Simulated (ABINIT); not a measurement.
**MgO in ABINIT: convergence with cutoff**

Input of the first run (cutoff 16 Ha); the others differ in this setting and in those tied to it:

File run.abi:

```
# Pseudopotentials
pp_dirpath "./"
pseudos "12_Mg_10_1.9_2.0_pbe_v1.0.psp8, 08_O_6_1.2_1.4_pbe_n_v1.0.psp8"

# Structure
acell 2.9656078099 2.9656078099 2.9656078099 Angstrom
rprim
     0.0000000000     0.7071067812     0.7071067812
     0.7071067812     0.0000000000     0.7071067812
     0.7071067812     0.7071067812     0.0000000000
ntypat 2
znucl 12 8
natom 2
typat 1 2
xred
    -0.0164450000     0.0205070000    -0.0158170000
     0.5022520000     0.4969790000     0.5069060000
chkprim 0
chksymtnons 0
tolsym 1.0e-6

# Plane-wave basis
ecut 16.0

# k points
kptopt 1
ngkpt 8 8 8
nshiftk 1
shiftk 0.0 0.0 0.0

# Exchange and correlation
ixc 11

# Bands and occupations
nband 12
occopt 4
tsmear 0.05 eV

# SCF cycle
nstep 100
tolvrs 1.0e-10

# Output
iomode 3
prtwf 0
prtden 0
prteig 0
prtebands 0
enunit 1
```

Potentials or basis: SPMS NC PBE v1.0.

Command:

```bash
$ abinit run.abi > log 2>&1
```

The cell isn't the ideal one: atoms moved at random, drawn with an rms of 0.05 Å.

The cell is a database's computed one.

Hardware: 1 thread of Arm Neoverse V1 (shared host).

```tsv
cutoff	energy less the tightest run (meV/atom)	largest force (eV/Å)	gap on the mesh (eV)	SCF cycles	CPU time (s)	peak memory (GiB)
16 Ha	5216.03	1.042	3.916	9	35	0.07
20 Ha	1473.69	0.408	4.640	9	41	0.08
24 Ha	449.51	0.552	4.840	9	60	0.09
28 Ha	127.30	0.540	4.882	9	81	0.1
34 Ha	12.80	0.552	4.899	9	92	0.11
40 Ha	0.90	0.546	4.898	9	110	0.13
46 Ha	0.25	0.546	4.898	9	150	0.15
54 Ha	0.11	0.546	4.898	9	200	0.18
64 Ha	0.00	0.546	4.898	9	290	0.22
```

Against the tightest run, the energy stays within 1 meV/atom from 40 Ha on; the largest force stays within 0.005 eV/Å from 40 Ha on; the gap on the mesh stays within 0.01 eV from 34 Ha on. The tightest run that finished is the yardstick and may itself not be fully converged.
